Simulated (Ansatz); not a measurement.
ZnS (zincblende) was relaxed with r2SCAN, strained in 3 ways (changes of length per length), its atoms relaxed again with r2SCAN, and run with r2SCAN in the PAW code Ansatz. No spin polarisation and no zero-point or thermal motion.

Biaxial +1.63 % in x and y, z held. Input:
```yaml
crystal:
  lattice:
    - [0.0, 2.7379994334, 2.6940858343]
    - [2.7379994334, 0.0, 2.6940858343]
    - [2.7379994334, 2.7379994334, 0.0]
  atoms:
    - { symbol: Zn, position: [0.0, 0.0, 0.0] }
    - { symbol: S, position: [0.25, 0.25, 0.25] }
kpoints:
  mp_grid: { grid: [8, 8, 8] }
  band_path:
    path:
      - [0.0, 0.0, 0.0]
      - [-0.5, -0.5, 0.0]
      - [-0.375, -0.375, 0.25]
      - [-0.375, 0.0, 0.375]
      - [0.0, 0.0, 0.5]
      - [-0.5, -0.25, 0.25]
    npoints: 1
hamiltonian:
  xc: r2scan
scf:
  occupations: { method: fixed }
  n_extra_bands: 4
output:
  forces: true
  stress: true
  eigenvalues: true
```

Main results, then levels in eV from the Fermi energy at the points of the path (names of the unstrained zone, bands numbered from 0):
```
Crystal: 2 atoms, lattice volume = 40.393 Å³
Basis set: ecut = 500 eV, 989 PW (Γ)
Symmetry: 8 space group operations
Space group: I-4m2 (ITA 119)
k-points: 59 of 512 (time reversal used)
Free energy (F): -4233.439835 eV
Fermi energy:    5.242270 eV
--- Forces (eV/Å), atoms counted from 1 ---
  atom   1  Zn      0.00000      0.00000      0.00000
  atom   2  S       0.00000      0.00000      0.00000
--- Stress (GPa, compression-positive) ---
       -2.571669       0.000000       0.000000
        0.000000      -2.571669       0.000000
        0.000000       0.000000      -1.877980
  P = ⅓ Tr σ = -2.3404 GPa (-23.404 kbar)
```
```tsv
point	band_4	band_5	band_6	band_7	band_8	band_9	band_10	band_11
Γ	-5.937	-5.934	-0.056	-0.056	0.000	2.519	6.853	6.855
X	-5.861	-5.708	-4.493	-2.288	-2.288	3.684	4.332	11.640
U	-5.899	-5.599	-4.556	-3.103	-1.876	4.408	6.244	9.877
K	-5.903	-5.610	-4.612	-3.113	-1.792	4.529	6.370	9.767
L	-5.904	-5.741	-5.271	-0.935	-0.847	3.718	7.272	7.418
W	-5.973	-5.556	-4.542	-2.739	-2.724	5.967	6.397	8.286
```

With r2SCAN the gap is 2.52 eV and direct, at Γ. The mean pressure is -2.34 GPa (compression positive), so r2SCAN would shrink the cell's volume.

Q: Epitaxial -2.49 % in the plane normal to [111], free normal strain +1.63 % gives these blocks instead:
```yaml
crystal:
  lattice:
    - [0.0740096535, 2.7010127505, 2.7010127505]
    - [2.7010127505, 0.0740096535, 2.7010127505]
    - [2.7010127505, 2.7010127505, 0.0740096535]
  atoms:
    - { symbol: Zn, position: [0.0025977992, 0.0025977992, 0.0025977992] }
    - { symbol: S, position: [0.2474022008, 0.2474022008, 0.2474022008] }
```
What comes out?

A:
```
Crystal: 2 atoms, lattice volume = 37.791 Å³
Basis set: ecut = 500 eV, 953 PW (Γ)
Symmetry: 6 space group operations
Space group: R3m (ITA 160)
k-points: 65 of 512 (time reversal used)
Free energy (F): -4233.424345 eV
Fermi energy:    6.172854 eV
--- Forces (eV/Å), atoms counted from 1 ---
  atom   1  Zn      0.00058      0.00058      0.00058
  atom   2  S     -0.00058    -0.00058    -0.00058
--- Stress (GPa, compression-positive) ---
        2.904738      -1.451034      -1.451034
       -1.451034       2.904738      -1.451034
       -1.451034      -1.451034       2.904738
  P = ⅓ Tr σ = 2.9047 GPa (29.047 kbar)
```
```tsv
point	band_4	band_5	band_6	band_7	band_8	band_9	band_10	band_11
Γ	-6.172	-6.172	-0.264	0.000	0.000	2.730	6.429	6.950
X	-6.084	-5.940	-4.873	-2.677	-2.371	3.465	4.444	11.841
U	-6.128	-5.805	-4.988	-3.546	-1.931	4.580	6.163	9.943
K	-6.135	-5.778	-4.963	-3.412	-2.202	4.147	6.679	9.796
L	-6.126	-5.939	-5.731	-1.197	-0.974	3.679	7.107	7.226
W	-6.219	-5.730	-4.933	-3.156	-2.991	5.862	6.703	8.315
```
r2SCAN gives a direct gap of 2.73 eV at Γ. With the atoms held, the mean pressure is +2.90 GPa (compression positive).

Uniaxial +5.34 % along [111], other directions held. These blocks change:
```yaml
crystal:
  lattice:
    - [0.0959094557, 2.78999529, 2.78999529]
    - [2.78999529, 0.0959094557, 2.78999529]
    - [2.78999529, 2.78999529, 0.0959094557]
  atoms:
    - { symbol: Zn, position: [0.0021574035, 0.0021574035, 0.0021574035] }
    - { symbol: S, position: [0.2478425965, 0.2478425965, 0.2478425965] }
```

```
Crystal: 2 atoms, lattice volume = 41.196 Å³
Basis set: ecut = 500 eV, 1025 PW (Γ)
Symmetry: 6 space group operations
Space group: R3m (ITA 160)
k-points: 65 of 512 (time reversal used)
Free energy (F): -4233.403197 eV
Fermi energy:    5.050758 eV
--- Forces (eV/Å), atoms counted from 1 ---
  atom   1  Zn      0.00405      0.00405      0.00405
  atom   2  S     -0.00405    -0.00405    -0.00405
--- Stress (GPa, compression-positive) ---
       -3.577995      -1.713593      -1.713593
       -1.713593      -3.577995      -1.713593
       -1.713593      -1.713593      -3.577995
  P = ⅓ Tr σ = -3.5780 GPa (-35.780 kbar)
```
```tsv
point	band_4	band_5	band_6	band_7	band_8	band_9	band_10	band_11
Γ	-5.948	-5.948	-0.279	0.000	0.000	2.322	6.440	7.053
X	-5.878	-5.747	-4.529	-2.371	-2.035	3.623	4.487	11.117
U	-5.911	-5.649	-4.553	-3.129	-1.660	4.690	5.921	9.642
K	-5.919	-5.624	-4.535	-3.000	-1.951	4.205	6.503	9.503
L	-5.911	-5.746	-5.159	-1.064	-0.877	3.488	7.101	7.337
W	-5.985	-5.592	-4.506	-2.760	-2.627	5.804	6.373	8.186
```

The r2SCAN gap is direct at Γ: 2.32 eV. With the atoms held, the mean pressure is -3.58 GPa (compression positive).
